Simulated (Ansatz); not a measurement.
Input of an Ansatz 0.2.0 run:

File input.yaml:

```yaml
crystal:
  lattice:
    - [1.8807968987, 1.0858785957, 3.5140619945]
    - [-1.8807968987, 1.0858785957, 3.5140619945]
    - [0.0, -2.1717571915, 3.5140619945]
  atoms:
    - { symbol: As, position: [0.226, 0.226, 0.226] }
    - { symbol: As, position: [0.774, 0.774, 0.774] }
hamiltonian:
  xc: rpbe
  pseudopotentials: { kind: paw }
  dispersion: d4
kpoints:
  mp_grid: { grid: [9, 9, 9] }
scf:
  occupations: { method: fermi_dirac, width: 0.05 }
output:
  forces: true
  stress: true
  eigenvalues: true
  write_density: true
  write_potential: true
  elf: true
  volumetric_format: npy
relax:
  f_tol: 0.01
  max_steps: 40
  cell: { stress_tol: 0.05 }
```

Potentials or basis: Ansatz PAW.

The run is started by

```sh
$ ansatz run input.yaml --threads 2 --pin off --max-ram 5632MiB --backend cpu --events-out ev --progress --plain --runs-dir out
```

(1) What does it give for the relaxed volume?

(2) Estimate the relaxed cell.

(3) Estimate the space group after relaxing (to 0.05 Å).

(4) What does it give for the band gap on the k mesh?

Answers

(1) 19.99 Å³/atom.

(2) a = 3.926 Å, b = 3.926 Å, c = 3.926 Å, α = 57.15°, β = 57.15°, γ = 57.15°.

(3) R-3m (No. 166).

(4) none (metal or under the smearing width).

Caveat: pairwise dispersion overbinds metals, which lowers pressure and volume; the PAW data sets come from PBE, with cores solved anew for the run's functional, which leaves a small shift of forces and pressure.
